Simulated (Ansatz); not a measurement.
# P in Ansatz: notebook

Runs on P. Level: PBEsol. Tasks: single point, equation of state.

All numbers are computed with Ansatz 0.2.0; they aren't measurements. Logs are shortened: lines on timing, memory, paths and dates and some standing lists are left out, and cuts for length are marked.

## 1. The slab as given

The cell holds a slab with vacuum, 4 atoms: a = 3.284 Å, b = 34.857 Å, c = 4.632 Å, α = 90.00°, β = 90.00°, γ = 90.00°.

## 2. Single point, PBEsol, 124.60 Å³/atom (volume scaled by 0.94)

The input, input.yaml:

```yaml
crystal:
  lattice:
    - [3.2166940593, 0.0, 0.0]
    - [0.0, 34.1454633489, 0.0]
    - [0.0, 0.0, 4.5375258363]
  atoms:
    - { symbol: P, position: [0.5, 0.97026143, 0.90784928] }
    - { symbol: P, position: [0.5, 0.02973857, 0.09215072] }
    - { symbol: P, position: [0.0, 0.02973857, 0.40784928] }
    - { symbol: P, position: [0.0, 0.97026143, 0.59215072] }
hamiltonian:
  xc: pbesol
  pseudopotentials: { kind: paw }
kpoints:
  mp_grid: { grid: [8, 1, 6] }
scf:
  occupations: { method: fermi_dirac, width: 0.05 }
output:
  forces: true
  stress: true
  eigenvalues: true
```

Potentials or basis: Ansatz PAW.

Run with:

```console
> ansatz run input.yaml --threads 2 --pin off --max-ram 5632MiB --backend cpu --events-out ev --progress --plain --runs-dir out
```

Log:

```text
Warning: RAYON_NUM_THREADS=2 ignored (pool sized by the plan → 2); use --threads N
Engine: ansatz 0.2.0, aarch64-unknown-linux-gnu
Pseudopotentials: kind: paw
Pseudopotential: P, paw, valence charge 5, recommended cutoff 420 eV (normal), P.paw.azcp
Functional definition: PBEsol
  exchange = pbesol_x
  correlation = pbesol_c
Crystal: 4 atoms, lattice volume = 498.381 Å³
Basis set: ecut = 420 eV, 9803 PW (Γ), exchange–correlation on 48×480×64 points (8 copies of the dense FFT grid, shifted against one another)
Bands: 14, of which v1, the nominal top of the filled ones, is band 10 counted from 1 (9 counted from 0)
Symmetry: 8 space group operations
Space group: Pmna (ITA 53), of the structure as read, at distance tolerance 7.9e-5 Å
k-points: 20 of 48
Non-local potential: P, projectors of the file, l = 0: 2, l = 1: 2, l = 2: 2
PAW form: soft (Blöchl's): semilocal exchange-correlation on the pseudo side does not see the compensation charge
PAW frozen core: P, regenerated for the run's functional, and the local potential with it (the file was generated under x = pbe(κ = 0.804, μ = 0.2195149727645171), c = pbe(β = 0.06672455060314922))
PAW one-centre angular grid: P, 110 points (default); XC on 64 Gauss nodes
Initial density: superposition of atomic densities (neutral atoms: chi_scale 0, normalization atom), corrected by the library's trained network
Initial wavefunctions: pseudopotential atomic-orbital guess
Functional: x = pbesol(κ = 0.804, μ = 0.12345679012345678), c = pbesol(β = 0.046)
SCF iter   1: F=—  HF=-2959.829616 eV  |F-HF|=—  |Δ(HF+E_count)|=         —  Δρ=1.41e-3  dr2=1.27e-2  ethr=1.77e-3  ⟨swp⟩=11.7  Hψ=2754  notcnv=0
preconditioner: auto → Resta (q_TF=auto, 1.596 Å⁻¹)  ε∞=1.7  [insulator: Δε(μ)=0.806 eV  Ē_g=9.102 eV  σ=0.050 eV  W_gap=1.00  n_scr=34 (ndim 8)  ℏωp=7.4 eV  f_vac=0.803  D(μ)=0.00/eV (n_scr^D=0)  ε∞_Penn≈1.7  vacuum switching on, ρ_ref=6.0e-3 e/Å³]
SCF iter   2: F=—  HF=-2959.827435 eV  |F-HF|=—  |Δ(HF+E_count)|=   2.18e-3  Δρ=6.27e-4  dr2=1.91e-3  ethr=6.35e-5  ⟨swp⟩=2.3  Hψ=671  notcnv=0
SCF iter   3: F=—  HF=-2959.827533 eV  |F-HF|=—  |Δ(HF+E_count)|=   9.82e-5  Δρ=1.40e-4  dr2=1.63e-4  ethr=9.53e-6  ⟨swp⟩=2.8  Hψ=466  notcnv=0
SCF iter   4: F=—  HF=-2959.827550 eV  |F-HF|=—  |Δ(HF+E_count)|=   1.71e-5  Δρ=4.68e-5  dr2=1.50e-5  ethr=8.13e-7  ⟨swp⟩=2.5  Hψ=505  notcnv=0
SCF iter   5: F=—  HF=-2959.827576 eV  |F-HF|=—  |Δ(HF+E_count)|=   2.62e-5  Δρ=1.56e-5  dr2=1.09e-6  ethr=7.49e-8  ⟨swp⟩=2.1  Hψ=446  notcnv=0
SCF iter   6: F=-2959.827577 eV  HF=-2959.827577 eV  |F-HF|=6.64e-8  |Δ(HF+E_count)|=   1.21e-6  Δρ=2.61e-6  dr2=3.41e-8  ethr=5.00e-10  ⟨swp⟩=6.9  Hψ=1908  notcnv=0
SCF 1 converged in 6 iterations: F = -2959.827577 eV  dr2 = 3.41e-8
SCF converged after 6 iterations
Free energy (F): -2959.827577 eV
Harris-Foulkes:  -2959.827577 eV  (|F-HF|=6.64e-8)
Internal energy: -2959.827560 eV  (E = F + TS)
E sigma→0 (E₀):  -2959.827569 eV
Entropy (-TS):   -0.000017 eV (-0.004 meV/atom)
Fermi energy:    -2.702623 eV
--- Per-component energies (eV) ---
  E_band       = -192.115246
  E_kinetic    = 285.026900
  E_local      = -11242.674069  (includes V_loc(G=0)·N_el)
  E_nonlocal   = 137.270157
  E_hartree    = 5451.311967
  E_xc         = -244.730943
  E_vxc        = -243.557165  (∫ρ·V_xc dr)
  E_paw        = -2216.761895  (= ΣΔE_a)
  E_vpaw       = -30.803055  (= ΣTr[D̂ρ^β])
  E_aug_tail   = 0.000013  (compensation charges beyond the density's cutoff)
  E_ewald      = 4870.545925
  E_core_change = 0.184384  (= ΣΔE_core)
  E_smearing   = -0.000017  (= −TS)
  E_closure    = -0.000000  (closes the sum)
  Σ components = -2959.827577   (vs F -2959.827577, Δ=0.00e0)
--- Forces (eV/Å), atoms counted from 1 ---
  atom   1  P      0.00000000    -0.51230188     0.64551878
  atom   2  P      0.00000000     0.51230188    -0.64551878
  atom   3  P      0.00000000     0.51230188     0.64551878
  atom   4  P      0.00000000    -0.51230188    -0.64551878
  max |Σ_I F_I| component: 0.00e0 eV/Å
--- Stress (GPa, compression-positive) ---
        0.919227       0.000000       0.000000
        0.000000       0.668931       0.000000
        0.000000       0.000000       0.774568
  P = ⅓ Tr σ = 0.7876 GPa (7.876 kbar)
--- Band table (eV; the first three rows and the last of 20) ---
  k-point 0: bands = ["-18.8503", "-16.1786", "-12.6232", "-9.2991", "-8.1357", "-7.6525", "-6.7990", "-5.0929", "-4.9645", "-3.1659", "-2.3125", "-1.7087", "-0.4248", "0.2827"]
  k-point 1: bands = ["-18.7087", "-16.3898", "-12.6601", "-9.8648", "-7.5283", "-7.4897", "-6.6918", "-5.2022", "-4.3713", "-4.0432", "-1.6786", "-1.4541", "-0.6670", "0.2183"]
  k-point 2: bands = ["-18.2988", "-16.9626", "-12.4740", "-10.9191", "-7.0116", "-6.3901", "-6.1318", "-5.5174", "-5.2145", "-3.7583", "-1.3077", "-1.0352", "-0.4361", "0.2628"]
  k-point 19: bands = ["-15.4078", "-15.4078", "-13.4543", "-13.4543", "-8.5257", "-8.5257", "-7.9181", "-7.9181", "-4.2596", "-4.2596", "-0.8645", "-0.8645", "0.6835", "0.6835"]
```

It took 9.1 s on 2 threads of Arm Neoverse N1, shared host; peak memory 0.62 GiB.

Results:

```
Free energy            : -2959.8276 eV
Largest force          : 0.824 eV/Å
Band gap on the k mesh : 0.82 eV, indirect (least direct gap 0.85 eV)
```

Caveat: the PAW data sets come from PBE, with cores solved anew for the run's functional, which leaves a small shift of forces and pressure.

## 3. Single point, PBEsol, 127.25 Å³/atom (volume scaled by 0.96)

input.yaml: that of step 2 with these lines changed.

```diff
@@ -2,5 +2,5 @@
   lattice:
-    - [3.2166940593, 0.0, 0.0]
-    - [0.0, 34.1454633489, 0.0]
-    - [0.0, 0.0, 4.5375258363]
+    - [3.2393475808, 0.0, 0.0]
+    - [0.0, 34.3859322811, 0.0]
+    - [0.0, 0.0, 4.5694812964]
   atoms:
```

Potentials or basis: Ansatz PAW.

Run with:

```console
> ansatz run input.yaml --threads 2 --pin off --max-ram 5632MiB --backend cpu --events-out ev --progress --plain --runs-dir out
```

It took 8.5 s on 2 threads of Arm Neoverse N1, shared host; peak memory 0.63 GiB.

Results (log left out):

```yaml
Free_energy: -2959.8696 eV
Largest_force: 0.617 eV/Å
Band_gap_on_the_k_mesh: 0.85 eV, indirect (least direct gap 0.86 eV)
```

Caveat: the PAW data sets come from PBE, with cores solved anew for the run's functional, which leaves a small shift of forces and pressure.

## 4. Single point, PBEsol, 129.90 Å³/atom (volume scaled by 0.98)

input.yaml: that of step 3 with these lines changed.

```diff
@@ -2,5 +2,5 @@
   lattice:
-    - [3.2393475808, 0.0, 0.0]
-    - [0.0, 34.3859322811, 0.0]
-    - [0.0, 0.0, 4.5694812964]
+    - [3.2616886149, 0.0, 0.0]
+    - [0.0, 34.6230841357, 0.0]
+    - [0.0, 0.0, 4.6009959564]
   atoms:
@@ -21 +21,5 @@
   eigenvalues: true
+  write_density: true
+  write_potential: true
+  elf: true
+  volumetric_format: npy
```

Run with:

```console
> ansatz run input.yaml --threads 2 --pin off --max-ram 5632MiB --backend cpu --events-out ev --progress --plain --runs-dir out
```

It took 12 s on 2 threads of Arm Neoverse N1, shared host; peak memory 0.64 GiB.

It converged, with:

```
Free energy            : -2959.8927 eV
Largest force          : 0.430 eV/Å
Band gap on the k mesh : 0.87 eV, direct
```

Caveat: the PAW data sets come from PBE, with cores solved anew for the run's functional, which leaves a small shift of forces and pressure.

## 5. Single point, PBEsol, 132.55 Å³/atom

input.yaml: that of step 4 with these lines changed.

```diff
@@ -2,5 +2,5 @@
   lattice:
-    - [3.2616886149, 0.0, 0.0]
-    - [0.0, 34.6230841357, 0.0]
-    - [0.0, 0.0, 4.6009959564]
+    - [3.28372772, 0.0, 0.0]
+    - [0.0, 34.85703099, 0.0]
+    - [0.0, 0.0, 4.63208471]
   atoms:
```

Run with:

```console
> ansatz run input.yaml --threads 2 --pin off --max-ram 5632MiB --backend cpu --events-out ev --progress --plain --runs-dir out
```

It took 12 s on 2 threads of Arm Neoverse N1, shared host; peak memory 0.65 GiB.

The run converged. Its results:

```yaml
Free_energy: -2959.8989 eV
Largest_force: 0.270 eV/Å
Band_gap_on_the_k_mesh: 0.88 eV, direct
```

Caveat: the PAW data sets come from PBE, with cores solved anew for the run's functional, which leaves a small shift of forces and pressure.

## 6. Single point, PBEsol, 135.20 Å³/atom (volume scaled by 1.02)

input.yaml: that of step 5 with these lines changed.

```diff
@@ -2,5 +2,5 @@
   lattice:
-    - [3.28372772, 0.0, 0.0]
-    - [0.0, 34.85703099, 0.0]
-    - [0.0, 0.0, 4.63208471]
+    - [3.305474895, 0.0, 0.0]
+    - [0.0, 35.0878789824, 0.0]
+    - [0.0, 0.0, 4.6627616617]
   atoms:
```

Potentials or basis: Ansatz PAW.

Run with:

```console
> ansatz run input.yaml --threads 2 --pin off --max-ram 5632MiB --backend cpu --events-out ev --progress --plain --runs-dir out
```

Run time: 13 s. Hardware: 2 threads of Arm Neoverse N1, shared host; peak memory 0.65 GiB.

Results (log left out):

```yaml
Free_energy: -2959.8899 eV
Largest_force: 0.169 eV/Å
Band_gap_on_the_k_mesh: 0.89 eV, direct
```

Caveat: the PAW data sets come from PBE, with cores solved anew for the run's functional, which leaves a small shift of forces and pressure.

## 7. Single point, PBEsol, 137.85 Å³/atom (volume scaled by 1.04)

input.yaml: that of step 6 with these lines changed.

```diff
@@ -2,5 +2,5 @@
   lattice:
-    - [3.305474895, 0.0, 0.0]
-    - [0.0, 35.0878789824, 0.0]
-    - [0.0, 0.0, 4.6627616617]
+    - [3.3269396191, 0.0, 0.0]
+    - [0.0, 35.3157287368, 0.0]
+    - [0.0, 0.0, 4.6930401832]
   atoms:
@@ -21,5 +21 @@
   eigenvalues: true
-  write_density: true
-  write_potential: true
-  elf: true
-  volumetric_format: npy
```

Run with:

```console
> ansatz run input.yaml --threads 2 --pin off --max-ram 5632MiB --backend cpu --events-out ev --progress --plain --runs-dir out
```

It took 8.9 s on 2 threads of Arm Neoverse N1, shared host; peak memory 0.65 GiB.

It converged, with:

```
Free energy            : -2959.8674 eV
Largest force          : 0.196 eV/Å
Band gap on the k mesh : 0.90 eV, direct
```

Caveat: the PAW data sets come from PBE, with cores solved anew for the run's functional, which leaves a small shift of forces and pressure.

## 8. Single point, PBEsol, 140.50 Å³/atom (volume scaled by 1.06)

input.yaml: that of step 7 with these lines changed.

```diff
@@ -2,5 +2,5 @@
   lattice:
-    - [3.3269396191, 0.0, 0.0]
-    - [0.0, 35.3157287368, 0.0]
-    - [0.0, 0.0, 4.6930401832]
+    - [3.3481308887, 0.0, 0.0]
+    - [0.0, 35.540675749, 0.0]
+    - [0.0, 0.0, 4.7229329649]
   atoms:
```

Run with:

```console
> ansatz run input.yaml --threads 2 --pin off --max-ram 5632MiB --backend cpu --events-out ev --progress --plain --runs-dir out
```

Run time: 8.9 s. Hardware: 2 threads of Arm Neoverse N1, shared host; peak memory 0.65 GiB.

The run converged. Its results:

- Free energy: -2959.8325 eV
- Largest force: 0.304 eV/Å
- Band gap on the k mesh: 0.92 eV, direct

Caveat: the PAW data sets come from PBE, with cores solved anew for the run's functional, which leaves a small shift of forces and pressure.

## 9. Equation of state, PBEsol

Potentials or basis: Ansatz PAW.

No new run: the results of the series are fitted here.

Results:

```yaml
Equilibrium_volume: 132.26 Å³/atom
Bulk_modulus_at_fixed_shape_and_positions: 11.6 GPa
Pressure_derivative_of_the_bulk_modulus: 4.4
```

Energy against volume, from the lowest point:
| volume (Å³/atom) | energy (meV/atom) |
| --- | --- |
| 124.595 | 17.84 |
| 127.246 | 7.34 |
| 129.897 | 1.55 |
| 132.548 | 0.00 |
| 135.199 | 2.24 |
| 137.850 | 7.89 |
| 140.501 | 16.59 |

Caveat: the cell was scaled at fixed shape and fractional positions, which overstates the stiffness of a crystal with free parameters, most of all of layers and chains.
